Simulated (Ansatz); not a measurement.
Working through a comparison of enthalpies under pressure of two structures of Ca

Computed with Ansatz 0.2.0, Python API.

The cells in order, each with its output:

**Cell 1**
```python
import ansatz as az
import numpy as np
```

**Cell 2**
```python
BETA = 0.2
CUTOFF_EV = 520
KSPACING = 0.39
SMEARING = "fermi_dirac"
WIDTH_EV = 0.1
```

**Cell 3**
```python
def sc(A, a):
    return (
        az.Lattice.cubic(a)
        .space_group(221)
        .atom(A, [0, 0, 0])
    )
```

**Cell 4**
```python
def diamond(a_site, a):
    return (
        az.Lattice.fcc(a)
        .space_group(227, origin_choice=1)
        .atom(a_site, [0, 0, 0])
        .primitive()
    )
```

**Cell 5**
```python
def run_phase(name, crystal, pressure=0.0):
    calc = (
        crystal.calculation()
        .functional(exchange="pbe", correlation="lda")
        .mixing("anderson", beta=BETA)
        .eigensolver("davidson")
        .basis(CUTOFF_EV)
        .kpoints(spacing=KSPACING)
        .occupations(SMEARING, width=WIDTH_EV)
    )
    calc = calc.relax(force_tolerance=0.02, max_steps=60, cell=True, pressure=pressure)
    return calc.run(threads=1, backend="cpu")
```

**Cell 6**
```python
def volume_per_atom(outcome):
    return abs(np.linalg.det(outcome.lattice.cell_ang)) / len(outcome.lattice.sites)

phases = {}
phases["sc"] = sc("Ca", 3.63)
phases["diamond"] = diamond("Ca", 7.68)
```

**Cell 7**
```python
# enthalpy per atom at each pressure
pressures = [0, 5, 10, 20]
enthalpy, volume = {name: [] for name in phases}, {name: [] for name in phases}
for p in pressures:
    for name, crystal in phases.items():
        o = run_phase(name, crystal, pressure=p)
        volume[name].append(volume_per_atom(o))
        enthalpy[name].append(o.report["energy_sigma0_ev"] / len(o.lattice.sites) + p * volume[name][-1] / 160.21766)
gap = np.array(enthalpy["diamond"]) - np.array(enthalpy["sc"])
rows = [(p, va, vb, 1000 * d) for p, va, vb, d in zip(pressures, volume["sc"], volume["diamond"], gap)]
print("| P (GPa) | V sc (A^3/atom) | V diamond (A^3/atom) | H(diamond) - H(sc) (meV/atom) |")
print("| --- | --- | --- | --- |")
for row in rows:
    print(f"| {row[0]:d} | {row[1]:.3f} | {row[2]:.3f} | {row[3]:+.1f} |")
crossings = [p0 - g0 * (p1 - p0) / (g1 - g0) for p0, p1, g0, g1 in zip(pressures, pressures[1:], gap, gap[1:]) if g0 * g1 < 0]
print("crossing near", [round(float(p), 1) for p in crossings], "GPa") if crossings else print("no crossing in this range")
```
Output:
```text
| P (GPa) | V sc (A^3/atom) | V diamond (A^3/atom) | H(diamond) - H(sc) (meV/atom) |
| --- | --- | --- | --- |
| 0 | 45.613 | 95.685 | +365.3 |
| 5 | 33.388 | 43.294 | +1147.0 |
| 10 | 28.667 | 27.580 | +1180.2 |
| 20 | 23.880 | 22.379 | +1092.5 |
no crossing in this range
```

Caveats:
- These settings explore the input space; cutoff and mesh may be short of convergence.
- At a fixed pressure a relaxation lowers the enthalpy F + PV, while F alone can rise.
- For the metals among these phases the mesh is modest: differences between phases can be off by up to 40 meV an atom.
- Only these two structures are compared, at zero temperature and with their symmetry kept; either may be hypothetical, and another phase may be lower than both. Differences under about 40 meV an atom lie within the error of mesh and functional.
- The cells are prototypes set up for this calculation and needn't exist.
- Run time: 62 s on 1 thread of Arm Neoverse V2, on a shared host, peak memory 0.49 GiB.
